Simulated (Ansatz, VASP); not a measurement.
# Two plane-wave programs on Pt

```
Pt
1.0
     0.00000    1.97158    1.97158
     1.97158    0.00000    1.97158
     1.97158    1.97158    0.00000
Pt
1
Direct
  0.00000 0.00000 0.00000
```

Alike in both runs: task relaxation of cell and atoms; functional PBE; k mesh 16 × 16 × 16; occupations gaussian, width 0.1 eV; no spin polarisation.

|  | VASP | Ansatz |
| --- | --- | --- |
| version | VASP 6.6.1 | Ansatz 0.2.0 |
| potentials or method | VASP PAW PBE potentials, release 64 (Pt) | scalar-relativistic, plane waves, PAW |
| plane-wave cutoff (eV) | 600 | 420 |
| valence electrons in the cell | 10 | 18 |

Ansatz gave:

* gap on the k mesh at the Fermi level, each at its own relaxed structure (eV): none
* relaxed volume (Å³/atom): 15.64
* relaxed cell length with the largest relative difference (Å): 2.807
* energy change over the relaxation (meV/atom): -5

Task: Estimate VASP's values.

Result: gap on the k mesh at the Fermi level, each at its own relaxed structure (eV): none; relaxed volume (Å³/atom): 15.61; relaxed cell length with the largest relative difference (Å): 2.805; energy change over the relaxation (meV/atom): -4.

A gap of «none» marks a metal or a gap that the smearing closes. The two sets of potentials don't hold the same shells in valence.

The runs have no spin-orbit coupling, so splittings on Pt are missing.
